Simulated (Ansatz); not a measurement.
KCl in the NiAs-type structure, relaxed with r2SCAN: 5 runs in the PAW code Ansatz, each a calculation of independent-particle optics. The symmetry is P6_3/mmc (No. 194, hexagonal); conventional cell a = 4.340 Å, c = 7.636 Å, 31.14 Å³ an atom. K is surrounded by 6 Cl at 3.15 Å; Cl is surrounded by 6 K at 3.15 Å. The structure was generated, not taken from experiment, and needn't be the ground state; spin polarisation is off.

```xyz
4
Lattice="4.3401 0.0000 0.0000 -2.1700 3.7586 0.0000 0.0000 0.0000 7.6360" Properties=species:S:1:pos:R:3 pbc="T T T"
K     0.0000    0.0000    0.0000
K     0.0000    0.0000    3.8180
Cl    0.0000    2.5057    1.9090
Cl    2.1700    1.2529    5.7270
```

On meshes this coarse, single peaks can be features of the mesh. No local fields, no excitons; the zone sum runs over the cells of the mesh, and ε∞ includes the bands left out of the spectrum. Up to four peaks are listed, those above 15 % of the tallest and inside the complete range; the four can differ from row to row. Rows marked drawn have settings drawn at random (some not listed).

```csv
functional,k mesh,broadening (eV),scissors (eV),range (eV),settings,direct gap on the mesh before scissors (eV),ε∞ xx,ε∞ yy,ε∞ zz,complete up to (eV),tallest peaks of mean ε₂ (eV)
PBE,6×6×4,0.1,0.00,0–20,chosen,5.13,2.56,2.56,2.60,20.0,7.60 8.15 8.80 10.55
r2SCAN,6×6×4,0.1,0.00,0–20,chosen,5.76,2.42,2.42,2.45,20.0,8.25 8.75 9.55 11.35
PBE,6×6×4,0.1,1.31 (to HSE06),0–20,chosen,5.13,2.39,2.39,2.42,20.0,8.95 9.50 10.15 11.85
r2SCAN,6×6×2,0.4,0.30,0–10,drawn,5.76,2.39,2.39,2.42,10.0,9.00
LDA,6×6×4,0.4,2.50,0.5–6,drawn,4.68,2.34,2.34,2.37,6.0,none
```
